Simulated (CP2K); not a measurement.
Crystal: TiO2 (Anatase).

```xyz
6
Lattice="5.4582 0.0000 0.0000 2.8346 4.6644 0.0000 -4.1464 -2.3322 2.6758" Properties=species:S:1:pos:R:3 pbc="T T T"
Ti    2.7291    0.0000    1.3379
Ti    0.0000    0.0000    0.0000
O     6.5671    3.6938    0.0000
O     1.0034   -0.9707    1.3379
O     4.4548    0.9707    1.3379
O     1.7257    0.9707    0.0000
```

Base run:

| Property | Result |
| --- | --- |
| Program | CP2K 2026.2 |
| Functional | PBE |
| Potentials or basis | GTH_POTENTIALS Ti GTH-PBE-q12, O GTH-PBE-q6; DZVP-MOLOPT-SR-GTH basis |
| Density cutoff | 8163 eV |
| k mesh | 8 × 8 × 8 |
| Occupations | fermi-dirac, width 0.05 eV |
| Spin | no spin polarisation |

Its results: band gap on the k mesh 2.07 eV, indirect (least direct gap 2.39 eV); largest force 0.100 eV/Å.

Question: The run is repeated on the same cell with these changes: hubbard terms from none to Ti d U = 6.0 eV. What comes out?

Answer: Band gap on the k mesh 2.81 eV, indirect (least direct gap 3.16 eV); largest force 0.051 eV/Å.

The U term pushes filled and empty states of the shell apart.

Caveats: the basis of atomic orbitals isn't converged, which shifts pressures, moduli and gaps; this program's U acts on Mulliken populations of all basis functions of the shell, so it isn't the U of plane-wave codes (some runs); energies scatter by some meV and the pressure isn't listed (some runs).

A k mesh can miss the band edges.
